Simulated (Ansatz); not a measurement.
Method: Ansatz 0.2.0, DFT PBE, scalar-relativistic, plane waves, PAW. All cells share a 420 eV cutoff and Γ-centred k meshes spaced at most about 0.3 Å⁻¹ (about 0.25 or finer for metals, 2π included). No spin polarisation.

These are static total energies at zero pressure.

Two relaxed structures of In2GaP3:

A.

Space group P3m1 (No. 156). a = 4.107 Å, b = 4.107 Å, c = 10.098 Å, α = 90.00°, β = 90.00°, γ = 120.00°
| atom | site | symmetry | x | y | z |
| --- | --- | --- | --- | --- | --- |
| In | 1a | 3m. | 0.0000 | 0.0000 | 0.9932 |
| In | 1c | 3m. | 0.6667 | 0.3333 | 0.3390 |
| Ga | 1b | 3m. | 0.3333 | 0.6667 | 0.6657 |
| P | 1a | 3m. | 0.0000 | 0.0000 | 0.7376 |
| P | 1b | 3m. | 0.3333 | 0.6667 | 0.4298 |
| P | 1c | 3m. | 0.6667 | 0.3333 | 0.0847 |

B.

Space group Cmmm (No. 65). a = 3.491 Å, b = 19.946 Å, c = 3.698 Å, α = 90.00°, β = 90.00°, γ = 90.00°
```
atom  site  symmetry       x       y       z
  In    4j       m2m  0.0000  0.8714  0.5000
  Ga    2a       mmm  0.0000  0.0000  0.0000
   P    2c       mmm  0.5000  0.0000  0.5000
   P    4i       m2m  0.0000  0.7139  0.0000
```

Problem. Which would you expect to be lower, and how large is the difference?

Solution. A is lower, by 0.39 eV/atom. A has In and Ga ordered on zinc blende sites, space group P3m1 (No. 156), 24.6 Å³/atom and a gap of 0.42 eV on its mesh; B has space group Cmmm (No. 65), 21.5 Å³/atom and no gap. Counting P atoms around Ga and In (those within 1.25 times the shortest such distance or 1.15 times the sum of covalent radii; a plus sign parts nearer from farther groups; the shortest distance is added where it is long for a bond), A has In 4, Ga 4 and B has In 6+2 from 3.1 Å, Ga 4. B holds P–P chains (shortest 2.26 Å); in A the shortest P–P distance is 3.91 Å. The lower one is the more open, so pressure narrows the difference. In A, In on its first site has 4 P at 2.55–2.58 Å; around Ga lie 4 P at 2.38–2.48 Å; P on its first site has 3 Ga at 2.48 Å and 1 In at 2.58 Å; 3 more sites not described. In B, In has 6 P at 3.06–3.10 Å, 2 Ga at 3.16 Å, 4 In at 3.49–3.70 Å and 2 P at 3.64 Å; Ga has 4 P at 2.54 Å and 4 In at 3.16 Å; P on a site of symmetry mmm is surrounded by 4 Ga at 2.54 Å and 4 In at 3.10 Å; 1 more site not described. Both come from invented guesses. Shaken at random and relaxed again, A came back.

Kohn–Sham gaps at this level usually fall short of measured ones. Cells without such a test can be saddle points.

The 0.39 eV/atom preference for A reflects the usual strength of sp³ bonding in III–V phosphides: every atom is tetrahedrally bonded, and the octet count is satisfied without P–P bonds. The spread in Ga–P distances, 2.38–2.48 Å, suggests size-mismatch strain, as the Ga layer is stretched laterally to match the larger In. Layered cation order of this kind is also known to narrow the gap relative to a random alloy.

B gains density but gives up strong heteropolar bonds. Its Ga–P contacts are stretched, and its In–P contacts, starting at 3.06 Å, are weak. With two-thirds of the phosphorus in chains, formal electron counting would balance for In(I) and Ga(III), which would fit the long In–P distances. The missing gap, however, suggests that band overlap defeats this simple ionic picture. The energy difference therefore probably reflects the whole change in bonding rather than the cost of P–P bonds alone. The comparison does not show whether A is stable against separation into InP and GaP.
